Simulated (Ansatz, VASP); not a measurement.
# Cross-check of CaO between VASP and Ansatz

Wanted: the spread between two codes on one cell, functional and k mesh. The cell is taken from a series of VASP runs on this material, whose earlier steps may have relaxed, scaled or displaced it; both programs get it as it stands.

Main program and level: Ansatz 0.2.0; plane waves, with VASP 6.6.1 beside it; relaxation of cell and atoms at LDA and band structure at HSE06.

### 1. Starting point

It takes space group Fm-3m (No. 225, cubic). The conventional cell has a = 4.720 Å, b = 4.720 Å, c = 4.720 Å, α = 90.00°, β = 90.00°, γ = 90.00°. Ca has 6 O at 2.36 Å nearest. Nearest to O lie 6 Ca at 2.36 Å. Farther neighbours and most contacts between anions are not listed.

As a file:

```cif
data_structure
_symmetry_space_group_name_H-M 'Fm-3m'
_symmetry_Int_Tables_number 225
_cell_length_a 4.7195
_cell_length_b 4.7195
_cell_length_c 4.7195
_cell_angle_alpha 90.000
_cell_angle_beta 90.000
_cell_angle_gamma 90.000
_cell_volume 105.12
loop_
_atom_site_label
_atom_site_type_symbol
_atom_site_symmetry_multiplicity
_atom_site_Wyckoff_symbol
_atom_site_fract_x
_atom_site_fract_y
_atom_site_fract_z
_atom_site_occupancy
Ca1 Ca 4 a 0.00000 0.00000 0.00000 1
O1 O 4 b 0.50000 0.00000 0.00000 1
```

### 2. Ansatz: relaxation of cell and atoms, LDA

Ansatz runs on its default PAW (the set named soft_2) files.

The relaxed volume is the usual yardstick between codes: its relative difference is about their pressure difference at one cell divided by the bulk modulus.

Contents of input.yaml:

```yaml
crystal:
  lattice:
    - [0.0, 2.3597737825, 2.3597737825]
    - [2.3597737825, 0.0, 2.3597737825]
    - [2.3597737825, 2.3597737825, 0.0]
  atoms:
    - { symbol: Ca, position: [0.0, 0.0, 0.0] }
    - { symbol: O, position: [0.5, 0.5, 0.5] }
hamiltonian:
  xc: lda
  pseudopotentials: { kind: paw }
kpoints:
  mp_grid: { grid: [8, 8, 8] }
scf:
  occupations: { method: gaussian, width: 0.03 }
relax:
  f_tol: 0.01
  max_steps: 60
  cell: { stress_tol: 0.05 }
output:
  forces: true
  stress: true
  write_density: true
  write_potential: true
  elf: true
  volumetric_format: npy
```

The run is started by

```sh
ansatz run input.yaml --threads 4 --pin off --max-ram 9216MiB --backend cpu --events-out ev --progress --plain --runs-dir out
```

Numbers of over 12 decimals in the logs are rounded to 6 here.

Output:

```text
Engine: ansatz 0.2.0, aarch64-unknown-linux-gnu
Pseudopotentials: kind: paw
Pseudopotential: Ca, paw, valence charge 10, recommended cutoff 420 eV (normal), Ca.paw.azcp
Pseudopotential: O, paw, valence charge 6, recommended cutoff 420 eV (normal), O.paw.azcp
Functional definition: SPW92
  exchange = slater_x
  correlation = pw_c
Crystal: 2 atoms, lattice volume = 26.281 Å³
Basis set: ecut = 420 eV, 531 PW (Γ)
Bands: 12, of which v1, the nominal top of the filled ones, is band 8 counted from 1 (7 counted from 0)
Symmetry: 48 space group operations
Space group: Fm-3m (ITA 225), of the structure as read, at distance tolerance 3.0e-5 Å
k-points: 29 of 512
Non-local potential: Ca, projectors of the file, l = 0: 3, l = 1: 2, l = 2: 2
Non-local potential: O, projectors of the file, l = 0: 2, l = 1: 2, l = 2: 1
PAW form: soft (Blöchl's): semilocal exchange-correlation on the pseudo side does not see the compensation charge
PAW frozen core: Ca, regenerated for the run's functional, and the local potential with it (the file was generated under x = pbe(κ = 0.804, μ = 0.219515), c = pbe(β = 0.066725))
PAW frozen core: O, regenerated for the run's functional, and the local potential with it (the file was generated under x = pbe(κ = 0.804, μ = 0.219515), c = pbe(β = 0.066725))
PAW one-centre angular grid: Ca, 110 points (default); XC on 64 Gauss nodes
PAW one-centre angular grid: O, 110 points (default); XC on 64 Gauss nodes
Initial density: superposition of atomic densities (neutral atoms: chi_scale 0, normalization atom), corrected by the library's trained network
Initial wavefunctions: pseudopotential atomic-orbital guess
Functional: x = slater, c = lda
SCF iter   1: F=—  HF=-2331.658285 eV  |F-HF|=—  |Δ(HF+E_count)|=         —  Δρ=1.68e-2  dr2=7.18e-2  ethr=1.77e-3  ⟨swp⟩=7.3  Hψ=2428  notcnv=0
preconditioner: auto → none  [insulator: Δε(μ)=3.194 eV  Ē_g=18.004 eV  σ=0.030 eV  W_gap=1.00  n_scr=8 (ndim 8)  ℏωp=27.1 eV  f_vac=0.000  D(μ)=0.00/eV (n_scr^D=0)  ε∞_Penn≈3.3]
SCF iter   2: F=—  HF=-2331.650493 eV  |F-HF|=—  |Δ(HF+E_count)|=   7.79e-3  Δρ=1.48e-2  dr2=4.47e-2  ethr=4.49e-4  ⟨swp⟩=2.0  Hψ=789  notcnv=0
SCF iter   3: F=—  HF=-2331.639439 eV  |F-HF|=—  |Δ(HF+E_count)|=   1.11e-2  Δρ=2.54e-3  dr2=1.03e-3  ethr=2.79e-4  ⟨swp⟩=2.0  Hψ=551  notcnv=0
SCF iter   4: F=—  HF=-2331.639136 eV  |F-HF|=—  |Δ(HF+E_count)|=   3.03e-4  Δρ=5.21e-4  dr2=1.97e-5  ethr=6.45e-6  ⟨swp⟩=3.0  Hψ=667  notcnv=0
SCF iter   5: F=—  HF=-2331.639132 eV  |F-HF|=—  |Δ(HF+E_count)|=   4.33e-6  Δρ=1.22e-4  dr2=3.28e-6  ethr=1.23e-7  ⟨swp⟩=3.0  Hψ=580  notcnv=0
SCF iter   6: F=-2331.639131 eV  HF=-2331.639131 eV  |F-HF|=2.09e-8  |Δ(HF+E_count)|=   8.20e-7  Δρ=1.29e-5  dr2=3.21e-8  ethr=6.25e-10  ⟨swp⟩=5.9  Hψ=1963  notcnv=0
SCF 1 converged in 6 iterations: F = -2331.639131 eV  dr2 = 3.21e-8
  greatest PAW one-centre occupation: 0.996 electrons in one spin orbital (limit 2), on the Ca atom at site 0 (counted from 0), in its partial waves of l = 0
relax step   1: F+E_penalty+E_count = -2331.63913076 eV  Δ(F+E_penalty+E_count) = +0.000e0 eV  max|allowed force component| = 5.785e-30 eV/Å  Δτ_max = 0.0000 Å  P = -0.945 GPa  Ω = 26.281 Å³  (6 SCF iters, dr2 threshold 1.00e-7 eV, accepted)
[...]
relax step   2: F+E_penalty+E_count = -2331.64051817 eV  Δ(F+E_penalty+E_count) = -1.387e-3 eV  max|allowed force component| = 7.757e-30 eV/Å  Δτ_max = 0.0000 Å  P = +0.151 GPa  Ω = 26.065 Å³  energy of the carried Pulay correction = +8.471e-4 eV  (4 SCF iters, dr2 threshold 2.00e-7 eV, accepted)
[...]
relax step   3: F+E_penalty+E_count = -2331.64041561 eV  Δ(F+E_penalty+E_count) = +1.026e-4 eV  max|allowed force component| = 8.809e-30 eV/Å  Δτ_max = 0.0000 Å  P = -0.002 GPa  Ω = 26.095 Å³  energy of the carried Pulay correction = +7.309e-4 eV  (4 SCF iters, dr2 threshold 5.69e-8 eV, accepted)
[...]
relax step   4: F+E_penalty+E_count = -2331.63973476 eV  Δ(F+E_penalty+E_count) = +6.809e-4 eV  max|allowed force component| = 5.621e-30 eV/Å  Δτ_max = 0.0000 Å  P = -0.047 GPa  Ω = 26.095 Å³  stress off target by 4.67e-2 GPa  SCF on the basis re-selected at this cell (its energy is not comparable with the rows above)  (5 SCF iters)
basis re-selected at this cell: Δ(F+E_penalty+E_count) = +6.809e-4 eV, ΔP = -0.045 GPa vs the last step (what re-selecting the basis moved, of the pressure what is left beyond the Pulay correction that the steps carried, after the strain that the cell walked since its last selection, with what the two solves' SCF thresholds leave and, on support functions, any second-order correction that the steps lacked; it is no m [...]
SCF converged after 5 iterations
Free energy (F): -2331.639735 eV
Harris-Foulkes:  -2331.639735 eV  (|F-HF|=9.09e-12)
Internal energy: -2331.639735 eV  (E = F + TS)
E sigma→0 (E₀):  -2331.639735 eV
Fermi energy:    9.716525 eV
--- Per-component energies (eV) ---
  E_band       = -91.685879
  E_kinetic    = 455.912564
  E_local      = -860.307396  (includes V_loc(G=0)·N_el)
  E_nonlocal   = 117.005245
  E_hartree    = 282.520517
  E_xc         = -210.276889
  E_vxc        = -266.602085  (∫ρ·V_xc dr)
  E_paw        = -963.424466  (= ΣΔE_a)
  E_vpaw       = -102.737748  (= ΣTr[D̂ρ^β])
  E_aug_tail   = 0.002488  (compensation charges beyond the density's cutoff)
  E_ewald      = -1153.451884
  E_core_change = 0.380087  (= ΣΔE_core)
  E_smearing   = -0.000000  (= −TS)
  E_closure    = -0.000000  (closes the sum)
  Σ components = -2331.639735   (vs F -2331.639735, Δ=0.00e0)
--- Forces (eV/Å), atoms counted from 1 ---
  atom   1  Ca    -0.00000000     0.00000000    -0.00000000
  atom   2  O      0.00000000    -0.00000000    -0.00000000
  max |Σ_I F_I| component: 1.40e-29 eV/Å
--- Stress (GPa, compression-positive) ---
       -0.046694      -0.000000      -0.000000
        0.000000      -0.046694      -0.000000
       -0.000000      -0.000000      -0.046694
  P = ⅓ Tr σ = -0.0467 GPa (-0.467 kbar)
--- Band table (eV; the first three rows and the last of 29) ---
  k-point 0: bands = [... 4 lower, -7.3355, 7.9911, 7.9911, 7.9911, 13.0767, 14.2605, 14.2605, 14.2605]
  k-point 1: bands = [... 4 lower, -7.0303, 7.4234, 7.7523, 7.7523, 13.7698, 14.2242, 14.5509, 14.5509]
  k-point 2: bands = [... 4 lower, -6.4561, 6.3480, 7.2464, 7.2464, 14.3113, 15.2573, 15.3165, 15.3165]
  k-point 28: bands = [... 4 lower, -6.5573, 6.5847, 6.9237, 6.9237, 14.3782, 14.3782, 16.8096, 17.9593]
--- Relaxed structure (3 steps of the walk, 3 accepted, 1 SCFs on fresh bases) ---
  F+E_penalty+E_count = -2331.63973476 eV   max|allowed force component| = 5.621e-30 eV/Å   (the final SCF, on the basis selected at the relaxed cell)
  cell:  # Å, volume = 26.0949 Å³
    - [0, 2.354191, 2.354191]
    - [2.354191, 0, 2.354191]
    - [2.354191, 2.354191, 0]
  atoms:
    - { symbol: Ca, position: [0, 0, 0] }
    - { symbol: O, position: [0.5, 0.5, 0.5] }
```

It took 0.95 s on 4 threads of Arm Neoverse V1, shared host; peak memory 0.28 GiB.

### 3. VASP: relaxation of cell and atoms, LDA

The same cell, functional (in two slightly different forms), mesh and smearing now go to VASP, with its own data sets and cutoff.

Lines of VASP's logs that name or quote its potential files are left out, and so is its time.

Contents of INCAR:

```
SYSTEM = CaO
PREC = Accurate
ENCUT = 520
EDIFF = 1E-06
NELM = 100
ISMEAR = 0
SIGMA = 0.03
LREAL = .FALSE.
ALGO = Normal
GGA = CA
NBANDS = 14
LORBIT = 11
LWAVE = .FALSE.
LCHARG = .FALSE.
KPAR = 4
IBRION = 2
NSW = 50
ISIF = 3
EDIFFG = -0.006
```

Contents of POSCAR:

```
CaO
1.0
    0.0000000000      2.3597737825      2.3597737825
    2.3597737825      0.0000000000      2.3597737825
    2.3597737825      2.3597737825      0.0000000000
Ca O
1 1
Direct
    0.0000000000      0.0000000000      0.0000000000
    0.5000000000      0.5000000000      0.5000000000
```

Contents of KPOINTS:

```
Automatic mesh
0
Gamma
8 8 8
0 0 0
```

Potentials, in the order of the species: Ca_sv and O (LDA family, release 64).

The run is started by

```sh
mpirun -np 4 vasp_std
```

Output:

```text
[banner, memory and clock lines left out]
running    4 mpi-ranks, on    1 nodes
 distrk:  each k-point on    1 cores,    4 groups
 distr:  one band on    1 cores,    1 groups

 POSCAR found type information on POSCAR CaO
 POSCAR found :  2 types and       2 ions
 LDA part: xc-table for (Slater(with rela. corr.)+CA(PZ))
 , standard interpolation
 POSCAR, INCAR and KPOINTS ok, starting setup
 FFT: planning ... GRIDC
 FFT: planning ... GRID_SOFT
 FFT: planning ... GRID
 WAVECAR not read
 entering main loop
       N       E                     dE             d eps       ncg     rms          rms(c)
DAV:   1     0.118204995137E+03    0.11820E+03   -0.85818E+03   820   0.118E+03
DAV:   2    -0.107527986868E+02   -0.12896E+03   -0.12074E+03  1016   0.304E+02
DAV:   3    -0.157518517503E+02   -0.49991E+01   -0.49745E+01   902   0.619E+01
DAV:   4    -0.159342832511E+02   -0.18243E+00   -0.18226E+00  1190   0.101E+01
DAV:   5    -0.159365480157E+02   -0.22648E-02   -0.22647E-02   960   0.114E+00    0.846E+00
DAV:   6    -0.143509255543E+02    0.15856E+01   -0.54483E+00   856   0.233E+01    0.363E+00
DAV:   7    -0.142547344825E+02    0.96191E-01   -0.51807E-01  1020   0.749E+00    0.176E+00
DAV:   8    -0.142215360834E+02    0.33198E-01   -0.74720E-02   960   0.285E+00    0.283E-01
DAV:   9    -0.142210020374E+02    0.53405E-03   -0.59993E-03  1022   0.558E-01    0.103E-01
DAV:  10    -0.142211556225E+02   -0.15359E-03   -0.34344E-04   962   0.222E-01    0.420E-02
DAV:  11    -0.142211284193E+02    0.27203E-04   -0.50372E-05  1124   0.833E-02    0.636E-03
DAV:  12    -0.142211280347E+02    0.38456E-06   -0.40681E-06   890   0.209E-02
   1 F= -.14221128E+02 E0= -.14221128E+02  d E =-.142211E+02
 curvature:   0.00 expect dE= 0.000E+00 dE for cont linesearch  0.000E+00
 trial: gam= 0.00000 g(F)=  0.751E-59 g(S)=  0.637E-06 ort = 0.000E+00 (trialstep = 0.100E+01)
 search vector abs. value=  0.637E-06
 reached required accuracy - stopping structural energy minimisation
```

OUTCAR, selected parts (step 3):

```text
ion  position               nearest neighbor table
   1  0.000  0.000  0.000-   2 2.36   2 2.36   2 2.36   2 2.36   2 2.36   2 2.36
   2  0.500  0.500  0.500-   1 2.36   1 2.36   1 2.36   1 2.36   1 2.36   1 2.36

  LATTYP: Found a face centered cubic cell.
 ALAT       =     4.7195475650

 Subroutine GETGRP returns: Found 48 space group operations
 (whereof 48 operations were pure point group operations)

The static configuration has the point symmetry O_h .

 Found     29 irreducible k-points:

   k-points           NKPTS =     29   k-points in BZ     NKDIM =     29   number of bands    NBANDS=     14

   dimension x,y,z NGX =    28 NGY =   28 NGZ =   28
   dimension x,y,z NGXF=    56 NGYF=   56 NGZF=   56

   ENCUT  =  520.0 eV  38.22 Ry    6.18 a.u.   6.21  6.21  6.21*2*pi/ulx,y,z

   NELECT =      16.0000    total number of electrons

 k-points in reciprocal lattice and weights: Automatic mesh
   0.00000000  0.00000000  0.00000000       0.002
   0.12500000  0.00000000  0.00000000       0.016
   0.25000000  0.00000000  0.00000000       0.016
   0.37500000  0.00000000  0.00000000       0.016
   0.50000000  0.00000000  0.00000000       0.008
   0.12500000  0.12500000  0.00000000       0.012
   0.25000000  0.12500000  0.00000000       0.047
   0.37500000  0.12500000  0.00000000       0.047
   0.50000000  0.12500000  0.00000000       0.047
[...]
-0.37500000  0.50000000  0.12500000       0.023
  -0.25000000  0.50000000  0.25000000       0.012

 average (electrostatic) potential at core
       1 -43.2394       2 -71.1022

 E-fermi :   2.5585

 k-point     1 :       0.0000    0.0000    0.0000
  band No.  band energies     occupation
    ...
      4     -15.5104      2.00000
      5     -12.9751      2.00000
      6       2.3411      2.00000
      7       2.3411      2.00000
      8       2.3411      2.00000
      9       7.3588      0.00000
     10       8.5724      0.00000
     11       8.5724      0.00000
     12       8.5724      0.00000
     13      10.2341      0.00000
    ...

 k-point     2 :       0.1250    0.0000    0.0000
  band No.  band energies     occupation
    ...
      4     -15.5201      2.00000
      5     -12.6738      2.00000
      6       1.7718      2.00000
      7       2.1018      2.00000
      8       2.1018      2.00000
      9       8.0518      0.00000
     10       8.5378      0.00000
     11       8.8626      0.00000
     12       8.8626      0.00000
     13      10.6457      0.00000
    ...

 k-point     3 :       0.2500    0.0000    0.0000
  band No.  band energies     occupation
    ...
      4     -15.5432      2.00000
      5     -12.1048      2.00000
      6       0.6964      2.00000
      7       1.5949      2.00000
      8       1.5949      2.00000
      9       8.6265      0.00000
     10       9.5357      0.00000
     11       9.6269      0.00000
     12       9.6269      0.00000
     13      11.6294      0.00000
    ...

  Total       -0.0029659     -0.0029659     -0.0029659     -0.0000000      0.0000000     -0.0000000
  in kB       -0.1808108     -0.1808108     -0.1808108     -0.0000000      0.0000000     -0.0000000
  external PRESSURE =      -0.1808108 kB  Pullay stress =       0.0000000 kB

  energy-cutoff  :      520.00
  volume of cell :       26.28
      direct lattice vectors                 reciprocal lattice vectors
     0.000000000  2.359773783  2.359773783    -0.211884717  0.211884717  0.211884717
     2.359773783  0.000000000  2.359773783     0.211884717 -0.211884717  0.211884717
     2.359773783  2.359773783  0.000000000     0.211884717  0.211884717 -0.211884717

 POSITION                                       TOTAL-FORCE (eV/Angst)
 -----------------------------------------------------------------------------------
      0.00000      0.00000      0.00000        -0.000000      0.000000      0.000000
      2.35977      2.35977      2.35977         0.000000     -0.000000     -0.000000
 -----------------------------------------------------------------------------------
    total drift:                                0.000000      0.000000      0.000000

  FREE ENERGIE OF THE ION-ELECTRON SYSTEM (eV)
  ---------------------------------------------------
  free  energy   TOTEN  =       -14.2211280347 eV

  energy  without entropy=      -14.2211280347  energy(sigma->0) =      -14.22112803

 reached required accuracy - stopping structural energy minimisation

 total charge
# of ion       s       p       d       tot
------------------------------------------
    1        2.045   5.883   0.338   8.267
    2        1.540   3.449   0.000   4.989
--------------------------------------------------
tot          3.586   9.332   0.338  13.256

[... 3 further parts left out ...]
```

CONTCAR:

```
CaO
   1.00000000000000
     0.0000000000000000    2.3597737825000000    2.3597737825000000
     2.3597737825000000    0.0000000000000000    2.3597737825000000
     2.3597737825000000    2.3597737825000000    0.0000000000000000
  Ca              O
     1     1
Direct
     0.0000000000000000    0.0000000000000000    0.0000000000000000
     0.5000000000000000    0.5000000000000000    0.5000000000000000
```

### 4. Side by side

Known differences besides the potentials themselves: the two LDA forms differ slightly; both relaxations stop at a tolerance, which leaves soft axes loose, and VASP keeps its plane-wave basis; the cutoff is 420 eV in Ansatz and 520 eV in VASP; VASP's log shows a relativistic correction to its local exchange, Ansatz's none; Ansatz adds a Pulay correction to the stress that steers its cell, VASP none. Total energies have different zeros and are not compared.

Compared:

```csv
quantity,Ansatz,VASP,difference
volume (Å³),26.09,26.28,-0.71 %
"edge a after relaxation, in the typed setting (Å)",3.329,3.337,-0.24 %
```

The walks stopped with -0.05 GPa left in Ansatz and -0.02 GPa in VASP; each walk ends within a tolerance, so the volume difference is uncertain by about these residues over the bulk modulus, most in soft cells.

(Continued in part 2 of 2.)

[Lines on the potential files, build, host, timing and source positions are cut from VASP's logs without a mark.]

[Logs are printed without paths, hosts, clocks, repeated set-up lines and the standing remarks that a program may print on its own settings, such as how far it seeks lower states.]

[Hosts, paths, dates, database ids (printed as entryN), source tags and the programs' standing remarks are cut or masked in the printed files.]
